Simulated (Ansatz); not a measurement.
## AgBr under changes of volume

One of the cells (23.644 Å³/atom); the others are scaled copies at fixed shape and fractional positions:

```
CELL_PARAMETERS angstrom
0.00000 2.87015 2.87015
2.87015 0.00000 2.87015
2.87015 2.87015 0.00000
ATOMIC_POSITIONS crystal
Ag 0.00000 0.00000 0.00000
Br 0.50000 0.50000 0.50000
```

- Program: Ansatz 0.2.0
- Functional: LDA
- Potentials or basis: Ansatz PAW
- Cutoff: 420 eV (not typed: the program's choice for these potentials)
- k mesh: 8 × 8 × 8
- Occupations: fermi-dirac, width 0.05 eV
- Spin: no spin polarisation

```csv
volume (Å³/atom),energy over the lowest point (meV/atom),pressure (GPa)
22.225,0.00,-1.3
22.698,5.40,-2.4
23.171,13.91,-3.4
23.644,25.12,-4.2
24.116,38.67,-5.0
24.589,54.27,-5.6
25.062,?,?
```

**Question.** What does the run at 25.062 Å³/atom give?

**Answer.** Energy over the lowest point 71.61 meV/atom; pressure -6.1 GPa.

Worked out: A Birch-Murnaghan fit of order 3 (a polynomial in V^(-2/3)) to the other rows has its minimum at 21.77 Å³/atom, just outside them, with B0 = V·E''(V) = 64 GPa and B' = 5.3. It gives 71.65 meV/atom at 25.062 Å³/atom, against the run's 71.61, and -dE/dV = -6.2 GPa, against -6.1.

Energies are extrapolated to zero smearing.

Caveats: the PAW data sets come from PBE, with cores solved anew for the run's functional, which leaves a small shift of forces and pressure.
